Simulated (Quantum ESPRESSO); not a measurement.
# 2H-MoS2, 2 layers, AA' stacking: a series in biaxial strain, part 5 of 8

Aim: how the results for 2H-MoS2, 2 layers, AA' stacking change with biaxial strain.

Quantum ESPRESSO 7.5; plane-wave DFT, PBE, GBRV ultrasoft pseudopotentials.

So far. Step 3 (Relaxation with pw.x, -4 %): The relaxation lowers the energy by 14 meV an atom. Step 6 (Band structure, -4 %): Along this path the valence top lies at K and the conduction bottom between K and Γ.

## (7) Relaxing the ions, -3 %

Level of this step: plane-wave DFT, PBE-D3(BJ), GBRV ultrasoft pseudopotentials (Quantum ESPRESSO 7.5).

m1.relax.in

```
&control
  prefix = 'm1.relax'
  outdir = './out'
  pseudo_dir = './pseudo'
  nstep = 40
  forc_conv_thr = 0.0003
  calculation = 'relax'
  tstress = .true.
/
&system
  ibrav = 0
  nat = 6
  ntyp = 2
  ecutwfc = 50
  ecutrho = 250
  vdw_corr = 'grimme-d3'
  dftd3_version = 4
  occupations = 'smearing'
  smearing = 'fd'
  degauss = 0.002
/
&electrons
  conv_thr = 1e-09
  mixing_beta = 0.4
  electron_maxstep = 120
  mixing_mode = 'plain'
/
&ions
/
ATOMIC_SPECIES
  S   32.0600  s_pbe_v1.4.uspp.F.UPF
  Mo  95.9500  mo_pbe_v1.uspp.F.UPF
CELL_PARAMETERS angstrom
  3.05856707598000 0.00000000000000 0.00000000000000
  -1.52928353799000 2.64879678689000 0.00000000000000
  0.00000000000000 0.00000000000000 24.72519547600000
ATOMIC_POSITIONS crystal
  S   0.333333333300 0.666666666700 0.312992677600
  Mo  0.000000000000 0.000000000000 0.376346394700
  S   0.333333333300 0.666666666700 0.439650115000
  S   0.000000000000 0.000000000000 0.560349885000
  Mo  0.333333333300 0.666666666700 0.623653605300
  S   0.000000000000 0.000000000000 0.687007322400
K_POINTS automatic
  12 12 1 0 0 0
```

The run is started by

```console
$ OMP_NUM_THREADS=1 mpirun -n 4 pw.x -nk 4 -in m1.relax.in > m1.relax.out
```

The log of the run:

```text
[banner, memory and clock lines left out]
Program PWSCF v.7.5 starts
[...]
Message from routine setup:
[...]
number of electrons       =        52.00
     number of Kohn-Sham states=           31
     kinetic-energy cutoff     =      50.0000  Ry
     charge density cutoff     =     250.0000  Ry
[...]
number of k points=    19  Fermi-Dirac smearing, width (Ry)=  0.0020
[...]
Dense  grid:    90457 G-vectors     FFT dimensions: (  30,  30, 240)
[...]
negative rho (up, down):  2.574E-03 0.000E+00
     Starting wfcs are   42 randomized atomic wfcs
[...]
negative rho (up, down):  2.656E-03 0.000E+00
[...]
estimated scf accuracy    <       0.30873102 Ry
[...]
negative rho (up, down):  2.634E-03 0.000E+00
[...]
estimated scf accuracy    <       0.23790571 Ry
[...]
negative rho (up, down):  2.654E-03 0.000E+00
[...]
estimated scf accuracy    <       0.01566879 Ry
[...]
negative rho (up, down):  2.665E-03 0.000E+00
[...]
estimated scf accuracy    <       0.03986841 Ry
[...]
negative rho (up, down):  2.665E-03 0.000E+00
[...]
estimated scf accuracy    <       0.00363956 Ry
[...]
negative rho (up, down):  2.660E-03 0.000E+00
[...]
estimated scf accuracy    <       0.00577614 Ry
[...]
negative rho (up, down):  2.659E-03 0.000E+00
[...]
estimated scf accuracy    <       0.00028130 Ry
[...]
negative rho (up, down):  2.660E-03 0.000E+00
[...]
estimated scf accuracy    <       0.00010416 Ry
[...]
negative rho (up, down):  2.661E-03 0.000E+00
[...]
estimated scf accuracy    <       0.00003982 Ry
[...]
negative rho (up, down):  2.662E-03 0.000E+00
[...]
estimated scf accuracy    <       0.00000572 Ry
[...]
negative rho (up, down):  2.662E-03 0.000E+00
[...]
estimated scf accuracy    <       0.00000114 Ry
[...]
negative rho (up, down):  2.662E-03 0.000E+00
[...]
estimated scf accuracy    <       0.00000014 Ry
[...]
negative rho (up, down):  2.662E-03 0.000E+00
[...]
estimated scf accuracy    <       0.00000009 Ry
[...]
negative rho (up, down):  2.663E-03 0.000E+00
[...]
the Fermi energy is     3.6641 ev
!    total energy              =    -375.60157079 Ry
     estimated scf accuracy    <          2.7E-10 Ry
     smearing contrib. (-TS)   =      -0.00000000 Ry
     internal energy E=F+TS    =    -375.60157079 Ry
[...]
one-electron contribution =   -2831.31272286 Ry
     hartree contribution      =    1423.67038610 Ry
     xc contribution           =     -72.95187595 Ry
     ewald contribution        =    1105.15978622 Ry
[...]
convergence has been achieved in  14 iterations
     negative rho (up, down):  2.663E-03 0.000E+00
[...]
Total force =     0.052652     Total SCF correction =     0.000081
[...]
negative rho (up, down):  2.663E-03 0.000E+00
[...]
negative rho (up, down):  2.650E-03 0.000E+00
[...]
negative rho (up, down):  2.651E-03 0.000E+00
[...]
estimated scf accuracy    <       0.00017969 Ry
[...]
negative rho (up, down):  2.652E-03 0.000E+00
[...]
estimated scf accuracy    <       0.00030395 Ry
[...]
negative rho (up, down):  2.655E-03 0.000E+00
[...]
estimated scf accuracy    <       0.00000916 Ry
[...]
negative rho (up, down):  2.655E-03 0.000E+00
[...]
estimated scf accuracy    <       0.00004329 Ry
[...]
negative rho (up, down):  2.654E-03 0.000E+00
[...]
estimated scf accuracy    <       0.00000612 Ry
[...]
negative rho (up, down):  2.654E-03 0.000E+00
[...]
estimated scf accuracy    <       0.00000025 Ry
[...]
negative rho (up, down):  2.654E-03 0.000E+00
[...]
estimated scf accuracy    <       0.00000037 Ry
[...]
negative rho (up, down):  2.654E-03 0.000E+00
[...]
estimated scf accuracy    <       0.00000005 Ry
[...]
negative rho (up, down):  2.654E-03 0.000E+00
[...]
estimated scf accuracy    <          1.8E-09 Ry
[...]
negative rho (up, down):  2.654E-03 0.000E+00
[...]
estimated scf accuracy    <          1.3E-09 Ry
[...]
negative rho (up, down):  2.654E-03 0.000E+00
[...]
the Fermi energy is     3.6234 ev
!    total energy              =    -375.60373557 Ry
     estimated scf accuracy    <          7.6E-11 Ry
     smearing contrib. (-TS)   =      -0.00000000 Ry
     internal energy E=F+TS    =    -375.60373557 Ry
[...]
one-electron contribution =   -2824.51609713 Ry
     hartree contribution      =    1420.29416837 Ry
     xc contribution           =     -72.90649358 Ry
     ewald contribution        =    1101.69157999 Ry
[...]
convergence has been achieved in  11 iterations
     negative rho (up, down):  2.654E-03 0.000E+00
[...]
Total force =     0.029707     Total SCF correction =     0.000061
[...]
negative rho (up, down):  2.654E-03 0.000E+00
[...]
negative rho (up, down):  2.641E-03 0.000E+00
[...]
negative rho (up, down):  2.641E-03 0.000E+00
[...]
estimated scf accuracy    <       0.00021731 Ry
[...]
negative rho (up, down):  2.643E-03 0.000E+00
[...]
estimated scf accuracy    <       0.00040940 Ry
[...]
negative rho (up, down):  2.645E-03 0.000E+00
[...]
estimated scf accuracy    <       0.00001201 Ry
[...]
negative rho (up, down):  2.645E-03 0.000E+00
[...]
estimated scf accuracy    <       0.00007814 Ry
[...]
negative rho (up, down):  2.645E-03 0.000E+00
[...]
estimated scf accuracy    <       0.00000708 Ry
[...]
negative rho (up, down):  2.645E-03 0.000E+00
[...]
estimated scf accuracy    <       0.00000025 Ry
[...]
negative rho (up, down):  2.645E-03 0.000E+00
[...]
estimated scf accuracy    <       0.00000041 Ry
[...]
negative rho (up, down):  2.645E-03 0.000E+00
[...]
estimated scf accuracy    <       0.00000006 Ry
[...]
negative rho (up, down):  2.645E-03 0.000E+00
[...]
estimated scf accuracy    <          4.2E-09 Ry
[...]
negative rho (up, down):  2.645E-03 0.000E+00
[...]
estimated scf accuracy    <          1.8E-09 Ry
[...]
negative rho (up, down):  2.645E-03 0.000E+00
[...]
estimated scf accuracy    <          2.2E-10 Ry
[...]
negative rho (up, down):  2.645E-03 0.000E+00
[...]
the Fermi energy is     3.5779 ev
!    total energy              =    -375.60474195 Ry
     estimated scf accuracy    <          5.0E-11 Ry
     smearing contrib. (-TS)   =      -0.00000000 Ry
     internal energy E=F+TS    =    -375.60474195 Ry
[...]
one-electron contribution =   -2816.99284482 Ry
[...]
smearing contrib. (-TS)   =      -0.00000000 Ry
     internal energy E=F+TS    =    -375.60478182 Ry
[...]
one-electron contribution =   -2814.98115564 Ry
     hartree contribution      =    1415.55514001 Ry
     xc contribution           =     -72.84679228 Ry
     ewald contribution        =    1096.83457302 Ry
[...]
convergence has been achieved in  10 iterations
     negative rho (up, down):  2.643E-03 0.000E+00
[...]
Total force =     0.000996     Total SCF correction =     0.000046
[...]
negative rho (up, down):  2.643E-03 0.000E+00
[...]
negative rho (up, down):  2.643E-03 0.000E+00
[...]
negative rho (up, down):  2.643E-03 0.000E+00
[...]
estimated scf accuracy    <       0.00000009 Ry
[...]
negative rho (up, down):  2.643E-03 0.000E+00
[...]
estimated scf accuracy    <       0.00000041 Ry
[...]
negative rho (up, down):  2.643E-03 0.000E+00
[...]
estimated scf accuracy    <       0.00000003 Ry
[...]
negative rho (up, down):  2.643E-03 0.000E+00
[...]
estimated scf accuracy    <          7.4E-09 Ry
[...]
negative rho (up, down):  2.643E-03 0.000E+00
[...]
estimated scf accuracy    <          1.3E-09 Ry
[...]
negative rho (up, down):  2.643E-03 0.000E+00
[...]
estimated scf accuracy    <          9.2E-11 Ry
[...]
negative rho (up, down):  2.643E-03 0.000E+00
[...]
estimated scf accuracy    <          1.1E-11 Ry
[...]
negative rho (up, down):  2.643E-03 0.000E+00
[...]
the Fermi energy is     3.5667 ev
!    total energy              =    -375.60478286 Ry
     estimated scf accuracy    <          2.1E-12 Ry
     smearing contrib. (-TS)   =      -0.00000000 Ry
     internal energy E=F+TS    =    -375.60478286 Ry
[...]
one-electron contribution =   -2814.65990300 Ry
     hartree contribution      =    1415.39458028 Ry
     xc contribution           =     -72.84632824 Ry
     ewald contribution        =    1096.67340615 Ry
[...]
convergence has been achieved in   8 iterations
     negative rho (up, down):  2.643E-03 0.000E+00
[...]
Total force =     0.000987     Total SCF correction =     0.000009
[...]
negative rho (up, down):  2.643E-03 0.000E+00
[...]
WARNING: bfgs curvature condition failed, Theta= 0.891
[...]
negative rho (up, down):  2.643E-03 0.000E+00
[...]
negative rho (up, down):  2.644E-03 0.000E+00
[...]
estimated scf accuracy    <       0.00000007 Ry
[...]
negative rho (up, down):  2.644E-03 0.000E+00
[...]
estimated scf accuracy    <       0.00000004 Ry
[...]
negative rho (up, down):  2.644E-03 0.000E+00
[...]
estimated scf accuracy    <       0.00000006 Ry
[...]
negative rho (up, down):  2.644E-03 0.000E+00
[...]
estimated scf accuracy    <          9.5E-09 Ry
[...]
negative rho (up, down):  2.644E-03 0.000E+00
[...]
estimated scf accuracy    <          1.6E-09 Ry
[...]
negative rho (up, down):  2.644E-03 0.000E+00
[...]
estimated scf accuracy    <          4.9E-10 Ry
[...]
negative rho (up, down):  2.644E-03 0.000E+00
[...]
estimated scf accuracy    <          4.2E-11 Ry
[...]
negative rho (up, down):  2.644E-03 0.000E+00
[...]
estimated scf accuracy    <          4.0E-11 Ry
[...]
negative rho (up, down):  2.644E-03 0.000E+00
[...]
the Fermi energy is     3.5665 ev
!    total energy              =    -375.60478419 Ry
     estimated scf accuracy    <          1.5E-12 Ry
     smearing contrib. (-TS)   =      -0.00000000 Ry
     internal energy E=F+TS    =    -375.60478419 Ry
[...]
one-electron contribution =   -2814.27104807 Ry
     hartree contribution      =    1415.20032851 Ry
     xc contribution           =     -72.84599041 Ry
     ewald contribution        =    1096.47845352 Ry
[...]
convergence has been achieved in   9 iterations
     negative rho (up, down):  2.644E-03 0.000E+00
[...]
Total force =     0.001003     Total SCF correction =     0.000007
[...]
negative rho (up, down):  2.644E-03 0.000E+00
[...]
negative rho (up, down):  2.644E-03 0.000E+00
[...]
negative rho (up, down):  2.644E-03 0.000E+00
[...]
estimated scf accuracy    <       0.00000015 Ry
[...]
negative rho (up, down):  2.644E-03 0.000E+00
[...]
estimated scf accuracy    <       0.00000005 Ry
[...]
negative rho (up, down):  2.644E-03 0.000E+00
[...]
estimated scf accuracy    <       0.00000004 Ry
[...]
negative rho (up, down):  2.644E-03 0.000E+00
[...]
estimated scf accuracy    <          2.8E-09 Ry
[...]
negative rho (up, down):  2.644E-03 0.000E+00
[...]
estimated scf accuracy    <          1.3E-09 Ry
[...]
negative rho (up, down):  2.644E-03 0.000E+00
[...]
estimated scf accuracy    <          2.4E-09 Ry
[...]
negative rho (up, down):  2.644E-03 0.000E+00
[...]
estimated scf accuracy    <          1.7E-10 Ry
[...]
negative rho (up, down):  2.644E-03 0.000E+00
[...]
estimated scf accuracy    <          3.4E-11 Ry
[...]
negative rho (up, down):  2.644E-03 0.000E+00
[...]
negative rho (up, down):  2.649E-03 0.000E+00
[...]
estimated scf accuracy    <       0.00000188 Ry
[...]
negative rho (up, down):  2.649E-03 0.000E+00
[...]
estimated scf accuracy    <       0.00001404 Ry
[...]
negative rho (up, down):  2.649E-03 0.000E+00
[...]
estimated scf accuracy    <       0.00000022 Ry
[...]
negative rho (up, down):  2.649E-03 0.000E+00
[...]
estimated scf accuracy    <       0.00000006 Ry
[...]
negative rho (up, down):  2.649E-03 0.000E+00
[...]
estimated scf accuracy    <       0.00000001 Ry
[...]
negative rho (up, down):  2.649E-03 0.000E+00
[...]
estimated scf accuracy    <          5.7E-09 Ry
[...]
negative rho (up, down):  2.649E-03 0.000E+00
[...]
estimated scf accuracy    <          2.4E-10 Ry
[...]
negative rho (up, down):  2.649E-03 0.000E+00
[...]
estimated scf accuracy    <          4.4E-10 Ry
[...]
negative rho (up, down):  2.649E-03 0.000E+00
[...]
the Fermi energy is     3.5665 ev
!    total energy              =    -375.60479478 Ry
     estimated scf accuracy    <          3.1E-12 Ry
     smearing contrib. (-TS)   =      -0.00000000 Ry
     internal energy E=F+TS    =    -375.60479478 Ry
[...]
one-electron contribution =   -2811.26128267 Ry
     hartree contribution      =    1413.69582058 Ry
     xc contribution           =     -72.84470250 Ry
     ewald contribution        =    1094.97182013 Ry
[...]
convergence has been achieved in   9 iterations
     negative rho (up, down):  2.649E-03 0.000E+00
[...]
Total force =     0.001081     Total SCF correction =     0.000006
[...]
negative rho (up, down):  2.649E-03 0.000E+00
[...]
negative rho (up, down):  2.654E-03 0.000E+00
[...]
negative rho (up, down):  2.654E-03 0.000E+00
[...]
estimated scf accuracy    <       0.00000481 Ry
[...]
negative rho (up, down):  2.654E-03 0.000E+00
[...]
estimated scf accuracy    <       0.00003987 Ry
[...]
negative rho (up, down):  2.655E-03 0.000E+00
[...]
estimated scf accuracy    <       0.00000042 Ry
[...]
negative rho (up, down):  2.655E-03 0.000E+00
[...]
estimated scf accuracy    <       0.00000013 Ry
[...]
negative rho (up, down):  2.655E-03 0.000E+00
[...]
estimated scf accuracy    <       0.00000003 Ry
[...]
negative rho (up, down):  2.655E-03 0.000E+00
[...]
estimated scf accuracy    <       0.00000002 Ry
[...]
negative rho (up, down):  2.655E-03 0.000E+00
[...]
estimated scf accuracy    <          2.0E-10 Ry
[...]
negative rho (up, down):  2.655E-03 0.000E+00
[...]
estimated scf accuracy    <          1.3E-09 Ry
[...]
negative rho (up, down):  2.655E-03 0.000E+00
[...]
estimated scf accuracy    <          2.8E-11 Ry
[...]
negative rho (up, down):  2.655E-03 0.000E+00
[...]
estimated scf accuracy    <          1.4E-11 Ry
[...]
negative rho (up, down):  2.655E-03 0.000E+00
[...]
```

It took 8.6 min on 4 MPI ranks of Arm Neoverse V2, shared host; peak memory 0.83 GiB.

Step by step:

```
step  energy less that of the first step (eV)  largest force (eV/Å)
   1                                   0.0000                0.6782
   2                                  -0.0295                0.3877
   3                                  -0.0431                0.0818
   4                                  -0.0437                0.0119
   5                                  -0.0437                0.0115
   6                                  -0.0437                0.0131
   7                                  -0.0437                0.0147
   8                                  -0.0438                0.0160
   9                                  -0.0439                0.0172
  10                                  -0.0440                0.0181
  11                                  -0.0441                0.0185
  12                                  -0.0443                0.0181
  13                                  -0.0445                0.0156
  14                                  -0.0446                0.0098
  15                                  -0.0447                0.0052
```

The atoms that moved most (Å):

```
atom     dx     dy      dz  length
  S6  0.000  0.000   0.068   0.068
  S1  0.000  0.000  -0.068   0.068
 Mo5  0.000  0.000   0.034   0.034
 Mo2  0.000  0.000  -0.034   0.034
```

Final coordinates:

```xyz
6
Lattice="3.0586 0.0000 0.0000 -1.5293 2.6488 0.0000 0.0000 0.0000 24.7252" Properties=species:S:1:pos:R:3
S     0.0000    1.7659    7.6713
Mo    0.0000    0.0000    9.2712
S     0.0000    1.7659   10.8702
S     0.0000    0.0000   13.8550
Mo    0.0000    1.7659   15.4540
S     0.0000    0.0000   17.0539
```

The relaxation lowers the energy by 7 meV an atom.

Numbers from this step:

* free energy: -5110.3644 eV
* Fermi energy: 3.575 eV

## (8) Ground state, -3 %

Level of this step: plane-wave DFT, PBE, GBRV ultrasoft pseudopotentials (Quantum ESPRESSO 7.5).

m1.scf.in

```
&control
  prefix = 'm1.scf'
  outdir = './out'
  pseudo_dir = './pseudo'
  calculation = 'scf'
  tprnfor = .true.
/
&system
  ibrav = 0
  nat = 6
  ntyp = 2
  ecutwfc = 40
  ecutrho = 200
  occupations = 'smearing'
  smearing = 'fd'
  degauss = 0.002
  nbnd = 30
/
&electrons
  conv_thr = 1e-09
  mixing_beta = 0.4
  electron_maxstep = 120
  mixing_mode = 'plain'
/
ATOMIC_SPECIES
  S   32.0600  s_pbe_v1.4.uspp.F.UPF
  Mo  95.9500  mo_pbe_v1.uspp.F.UPF
CELL_PARAMETERS angstrom
  3.05856707598000 0.00000000000000 0.00000000000000
  -1.52928353799000 2.64879678689000 0.00000000000000
  0.00000000000000 0.00000000000000 24.72519547600000
ATOMIC_POSITIONS crystal
  S   0.333333333300 0.666666666700 0.310262163700
  Mo  0.000000000000 0.000000000000 0.374970754800
  S   0.333333333300 0.666666666700 0.439642273300
  S   0.000000000000 0.000000000000 0.560357726700
  Mo  0.333333333300 0.666666666700 0.625029245200
  S   0.000000000000 0.000000000000 0.689737836300
K_POINTS automatic
  12 12 1 0 0 0
```

The run is started by

```console
$ OMP_NUM_THREADS=1 mpirun -n 4 pw.x -nk 4 -in m1.scf.in > m1.scf.out
```

The log of the run:

```text
[banner, memory and clock lines left out]
Program PWSCF v.7.5 starts
[...]
Message from routine setup:
[...]
number of electrons       =        52.00
     number of Kohn-Sham states=           30
     kinetic-energy cutoff     =      40.0000  Ry
     charge density cutoff     =     200.0000  Ry
[...]
number of k points=    19  Fermi-Dirac smearing, width (Ry)=  0.0020
[...]
Dense  grid:    64345 G-vectors     FFT dimensions: (  27,  27, 216)
[...]
negative rho (up, down):  2.485E-03 0.000E+00
     Starting wfcs are   42 randomized atomic wfcs
[...]
negative rho (up, down):  2.543E-03 0.000E+00
[...]
estimated scf accuracy    <       0.30838842 Ry
[...]
negative rho (up, down):  2.522E-03 0.000E+00
[...]
estimated scf accuracy    <       0.27997249 Ry
[...]
negative rho (up, down):  2.536E-03 0.000E+00
[...]
estimated scf accuracy    <       0.01450376 Ry
[...]
negative rho (up, down):  2.550E-03 0.000E+00
[...]
estimated scf accuracy    <       0.03889796 Ry
[...]
negative rho (up, down):  2.552E-03 0.000E+00
[...]
estimated scf accuracy    <       0.00531693 Ry
[...]
negative rho (up, down):  2.544E-03 0.000E+00
[...]
estimated scf accuracy    <       0.00842782 Ry
[...]
negative rho (up, down):  2.544E-03 0.000E+00
[...]
estimated scf accuracy    <       0.00046958 Ry
[...]
negative rho (up, down):  2.545E-03 0.000E+00
[...]
estimated scf accuracy    <       0.00017698 Ry
[...]
negative rho (up, down):  2.546E-03 0.000E+00
[...]
estimated scf accuracy    <       0.00007331 Ry
[...]
negative rho (up, down):  2.546E-03 0.000E+00
[...]
estimated scf accuracy    <       0.00002805 Ry
[...]
negative rho (up, down):  2.546E-03 0.000E+00
[...]
estimated scf accuracy    <       0.00000087 Ry
[...]
negative rho (up, down):  2.546E-03 0.000E+00
[...]
estimated scf accuracy    <       0.00000104 Ry
[...]
negative rho (up, down):  2.546E-03 0.000E+00
[...]
estimated scf accuracy    <       0.00000005 Ry
[...]
negative rho (up, down):  2.546E-03 0.000E+00
[...]
estimated scf accuracy    <       0.00000005 Ry
[...]
negative rho (up, down):  2.546E-03 0.000E+00
[...]
estimated scf accuracy    <          9.4E-09 Ry
[...]
negative rho (up, down):  2.546E-03 0.000E+00
[...]
estimated scf accuracy    <          1.8E-09 Ry
[...]
negative rho (up, down):  2.546E-03 0.000E+00
[...]
the Fermi energy is     3.6807 ev
!    total energy              =    -375.43728757 Ry
     estimated scf accuracy    <          3.9E-10 Ry
     smearing contrib. (-TS)   =      -0.00000000 Ry
     internal energy E=F+TS    =    -375.43728757 Ry
[...]
one-electron contribution =   -2777.24159318 Ry
     hartree contribution      =    1396.68891960 Ry
     xc contribution           =     -72.83981363 Ry
     ewald contribution        =    1077.95519964 Ry
     convergence has been achieved in  17 iterations
     negative rho (up, down):  2.546E-03 0.000E+00
[...]
Total force =     0.007296     Total SCF correction =     0.000087
[...]
```

It took 30 s on 4 MPI ranks; peak memory 0.44 GiB; 2 min of CPU time.

Numbers from this step:

```
free energy                          : -5108.0845 eV
Fermi energy                         : 3.681 eV
valence top, on the run's zero       : 2.940 eV
conduction bottom, on the run's zero : 4.365 eV
gap by band count                    : 1.425 eV
```

[end of part 5 of 8]

[Logs are printed without paths, hosts, clocks, repeated set-up lines and the standing remarks that a program may print on its own settings, such as how far it seeks lower states.]

[Hosts, paths, dates, database ids (printed as entryN), source tags and the programs' standing remarks are cut or masked in the printed files.]

[Maps of the electrostatic potential energy from Ansatz leave out the sawtooth potential of an applied field or a dipole correction, so their vacuum need not be flat; planar profiles and work functions include it.]
